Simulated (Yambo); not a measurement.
Here is a Yambo 5.3.0 calculation.

optics1.in

```
optics
chi
Chimod= "HARTREE"
% BndsRnXd
 1 | 38 |
%
NGsBlkXd= 3 Ry
% LongDrXd
 1 | 0 | 0 |
%
% QpntsRXd
 1 | 1 |
%
% EnRngeXd
 0 | 20 | eV
%
% DmRngeXd
 0.1 | 0.1 | eV
%
ETStpsXd= 200
```

scf.in

```
&CONTROL
  calculation = 'scf'
  prefix = 'pwscf'
  outdir = './tmp'
  pseudo_dir = './pseudo'
/
&SYSTEM
  ibrav = 0
  nat = 2
  ntyp = 2
  ecutwfc = 70
  nbnd = 20
  occupations = 'smearing'
  smearing = 'fd'
  degauss = 0.00367493
  force_symmorphic = .true.
/
&ELECTRONS
  conv_thr = 4d-10
  electron_maxstep = 120
  mixing_beta = 0.5
/
ATOMIC_SPECIES
Se    78.9710 Se_ONCV_PBE-1.2.upf
Zn    65.3800 Zn_ONCV_PBE-1.2.upf
CELL_PARAMETERS angstrom
   0.0000000000    2.8338000000    2.8338000000
   2.8338000000    0.0000000000    2.8338000000
   2.8338000000    2.8338000000    0.0000000000
ATOMIC_POSITIONS crystal
Se     0.7500000000    0.7500000000    0.7500000000
Zn     0.0000000000    0.0000000000    0.0000000000
K_POINTS automatic
8 8 8 0 0 0
```

The input nscf.in:

```
&CONTROL
  calculation = 'nscf'
  prefix = 'pwscf'
  outdir = './tmp'
  pseudo_dir = './pseudo'
/
&SYSTEM
  ibrav = 0
  nat = 2
  ntyp = 2
  ecutwfc = 70
  nbnd = 73
  occupations = 'fixed'
  force_symmorphic = .true.
/
&ELECTRONS
  conv_thr = 1d-08
  diago_full_acc = .true.
  diago_thr_init = 1d-06
/
ATOMIC_SPECIES
Se    78.9710 Se_ONCV_PBE-1.2.upf
Zn    65.3800 Zn_ONCV_PBE-1.2.upf
CELL_PARAMETERS angstrom
   0.0000000000    2.8338000000    2.8338000000
   2.8338000000    0.0000000000    2.8338000000
   2.8338000000    2.8338000000    0.0000000000
ATOMIC_POSITIONS crystal
Se     0.7500000000    0.7500000000    0.7500000000
Zn     0.0000000000    0.0000000000    0.0000000000
K_POINTS automatic
4 4 4 0 0 0
```

Potentials or basis: SG15 PBE 1.2.

The run is started by

```sh
$ OMP_NUM_THREADS=1 pw.x -in scf.in > scf.out
$ OMP_NUM_THREADS=1 pw.x -in nscf.in > nscf.out
$ cd tmp/pwscf.save; p2y; mv SAVE ../..; cd ../..
$ OMP_NUM_THREADS=1 yambo
$ OMP_NUM_THREADS=1 yambo -F optics1.in -J optics1 -C optics1_out
```

(1) Predict the electronic dielectric constant along the field.

(2) Predict the electronic dielectric constant along the field, independent particles.

(3) Predict the band gap on the k mesh, mean-field level.

Answers

(1) 13.59.

(2) 14.49.

(3) 1.28 eV, direct.

Caveat: the k mesh is coarse (spacing up to 0.48 Å⁻¹), so the values aren't converged; spectra need much finer meshes, so this one isn't converged; these spectra lack excitons.
